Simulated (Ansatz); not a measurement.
**Rb: enthalpy against pressure**

Rb, Cmcm, a = 5.027 Å, b = 8.806 Å, c = 8.210 Å. This isn't the element's structure at ambient conditions. Ansatz: PBE, PAW, 420 eV, Γ-centred 10×10×6 mesh on 2 atoms, Gaussian smearing 0.10 eV; no spin polarisation. Cell and atoms are relaxed at each pressure, and no other structure is tried, so the rows at high pressure may lie past a change of phase. y is the enthalpy over the state at zero pressure; there V0 = 90.850 Å³/atom. The pressures are the targets, met within 0.05 GPa.

```tsv
P (GPa)	y (eV/atom)
0.0	0.0000
1.0	0.5013
4.0	1.6450
12.0	3.7919
25.0	?
50.0	9.3264
90.0	13.4143
```

Q: Fit y = c1 P + c2 P² + c3 P³ to the other rows, say what c1 and c2 mean, and predict the missing value.

A: Least squares on the rows shown. y = 0.38811 P − 0.0057584 P² + 3.4470×10⁻⁵ P³. Since dH/dP = V, c1 is V0: 0.38811 eV/GPa × 160.2 = 62.175 Å³ against 90.850; c2 = −V0/(2B0) gives B0 = 34 GPa, where a Birch–Murnaghan fit to the volumes of the same runs (not shown) gives 2.9 GPa. The volume falls by 83 % over the range, most steeply at the start, which a cubic can't follow: here c1 isn't V0 and c2 doesn't give B0. Above P = −c2/(3 c3) = 56 GPa the cubic's slope, the volume, would rise with pressure, so the form fails there. With a term in P⁴ added, the coefficient of P becomes 0.4785, 23 % more, which shows how far this figure hangs on the form. At P = 25.0 the fit asked for gives 6.6423 eV/atom. The run gave 6.1750 eV/atom, so the fit is 0.4673 eV/atom too high, 3.5 % of the span of the series, against an rms of 0.1065 eV/atom on the fitted rows. With a term in P⁴ added, a fit to the same known rows predicts 5.5269 eV/atom, which misses by about as much or more on the other side: the known rows don't fix the higher terms. Also, this row ran on the mesh 14×14×8, its neighbour on 12×12×6, which can shift it a little.

The mesh isn't the same in all rows (10×10×6, 12×12×6, 14×14×8, 16×16×8, 18×18×10).